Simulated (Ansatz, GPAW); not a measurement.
This is a calculation of Ru (Ruthenium) for Ansatz 0.2.0. 

input.yaml

```yaml
crystal:
  lattice:
    - [2.7058, 0.0, 0.0]
    - [-1.3529, 2.3432915376, 0.0]
    - [0.0, 0.0, 4.2819]
  atoms:
    - { symbol: Ru, position: [0.6666666667, 0.3333333333, 0.75] }
    - { symbol: Ru, position: [0.3333333333, 0.6666666667, 0.25] }
hamiltonian:
  xc: pbe
  pseudopotentials: { kind: paw }
kpoints:
  mp_grid: { grid: [11, 11, 6] }
scf:
  occupations: { method: gaussian, width: 0.023 }
output:
  forces: true
  stress: true
  eigenvalues: true
```

Potentials or basis: Ansatz PAW.

Command:

```sh
$ ansatz run input.yaml --threads 2 --pin off --max-ram 5632MiB --backend cpu --events-out ev --progress --plain --runs-dir out
```

Task: Set up the same calculation for GPAW 26.7.0 (ASE script). Potentials or basis there: GPAW PAW data sets (gpaw-data 1.2.1), cutoff 600 eV.

Result: As run (cutoffs and basis follow the program's own potentials, and thresholds, step limits or extra output files can differ):

File run.py:

```python
from ase.dft.bandgap import bandgap
from ase.io import read, write
from ase.units import GPa
from gpaw import GPAW, PW

atoms = read('POSCAR')

calc = GPAW(mode=PW(600),
            xc='PBE',
            kpts={'size': (11, 11, 6), 'gamma': True},
            occupations={'name': 'methfessel-paxton', 'order': 0, 'width': 0.023},
            nbands=29,
            convergence={'density': 1e-05, 'energy': 1e-05},
            maxiter=150,
            txt='gpaw.txt')
atoms.calc = calc
energy = atoms.get_potential_energy()
forces = atoms.get_forces()
stress = atoms.get_stress()
calc.write('gs.gpw')
write('result.traj', atoms)
print(f'Energy: {energy:.6f} eV')
print('Forces (eV/A):')
print(forces.round(4))
print('Stress (GPa):', (stress / GPa).round(3))
print('Fermi level:', round(calc.get_fermi_level(), 4), 'eV')
print(f'Gap: {bandgap(calc)[0]:.4f} eV, direct: {bandgap(calc, direct=True)[0]:.4f} eV')
```

Contents of POSCAR:

```
Ru
1.0
    2.7058000000      0.0000000000      0.0000000000
   -1.3529000000      2.3432915376      0.0000000000
    0.0000000000      0.0000000000      4.2819000000
Ru
2
Direct
    0.6666666667      0.3333333333      0.7500000000
    0.3333333333      0.6666666667      0.2500000000
```

Potentials or basis: GPAW PAW data sets (gpaw-data 1.2.1), pw.

Command:

```sh
$ OMP_NUM_THREADS=1 python run.py
```

Both were run:

|  | Ansatz | GPAW |
| --- | --- | --- |
| Pressure | 4.5 GPa | 3.6 GPa |

Ansatz's pressure holds a Pulay term of +0.07 GPa for its cutoff of 420 eV, which the other run lacks.

Where Ansatz's input types no cutoff or centring, it takes its own default and a Γ-centred mesh.

Pressure is positive in compression.
